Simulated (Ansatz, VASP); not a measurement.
# MgO: VASP beside Ansatz

The input POSCAR:

```
MgO
1.0
    2.6891951916      0.0000000000      0.0000000000
    0.0000000000      2.6891951916      0.0000000000
    0.0000000000      0.0000000000      2.6233491285
Mg O
1 1
Direct
    0.0000000000      0.0000000000      0.0000000000
    0.5000000000      0.5000000000      0.5000000000
```

Contents of INCAR.step1:

```
SYSTEM = MgO
PREC = Accurate
ENCUT = 520
ISMEAR = 0
SIGMA = 0.01
LREAL = .False.
LASPH = .True.
NELM = 80
NBANDS = 11
GGA = PE
ALGO = Normal
EDIFF = 1E-4
LWAVE = .True.
LCHARG = .False.
```

INCAR.step2

```
SYSTEM = MgO
PREC = Accurate
ENCUT = 520
EDIFF = 1E-7
ISMEAR = 0
SIGMA = 0.01
LREAL = .False.
LASPH = .True.
NELM = 80
ALGO = Normal
ISIF = 2
LWAVE = .False.
LCHARG = .False.
METAGGA = R2SCAN
LMIXTAU = .True.
NBANDS = 11
ISTART = 1
```

Contents of KPOINTS:

```
Automatic mesh
0
Gamma
  10 10 10
  0 0 0
```

Input for Ansatz:

```yaml
crystal:
  lattice:
    - [2.6891951916, 0.0, 0.0]
    - [0.0, 2.6891951916, 0.0]
    - [0.0, 0.0, 2.6233491285]
  atoms:
    - { symbol: Mg, position: [0.0, 0.0, 0.0] }
    - { symbol: O, position: [0.5, 0.5, 0.5] }
kpoints:
  mp_grid: { grid: [10, 10, 10] }
  band_path:
    path: [[0.0, 0.0, 0.0], [0.0, 0.5, 0.0], [0.5, 0.5, 0.0], [0.5, 0.5, 0.5]]
    npoints: 1
hamiltonian:
  xc: r2scan
scf:
  occupations: { method: fixed }
  n_extra_bands: 4
output:
  forces: true
  stress: true
  eigenvalues: true
```

Change from the starting cell: biaxial_xy strain +2.5%.

Alike in both runs: task single point; functional r2SCAN; k mesh 10 × 10 × 10; no spin polarisation.

|  | VASP | Ansatz |
| --- | --- | --- |
| version | VASP 6.6.1 | Ansatz 0.2.0 |
| potentials or method | VASP PAW PBE potentials, release 64 (Mg, O) | plane waves, PAW |
| plane-wave cutoff (eV) | 520 | 500 |
| occupations | gaussian, width 0.01 eV | fixed |
| valence electrons in the cell | 8 | 16 |

|  | VASP | Ansatz | Ansatz less VASP |
| --- | --- | --- | --- |
| gap on the k mesh at the Fermi level (eV) | 2.80 | 2.84 | +0.042 |
| pressure (GPa) | -8.1 | -7.0 | +1.09 |
| largest component of the traceless stress (GPa) | 10.70 | 10.66 | -0.042 |

The two sets of potentials don't hold the same shells in valence.

Caveats: the PAW data sets were made with another functional, which shifts forces and pressure a little (VASP). A k mesh can miss the band edges.
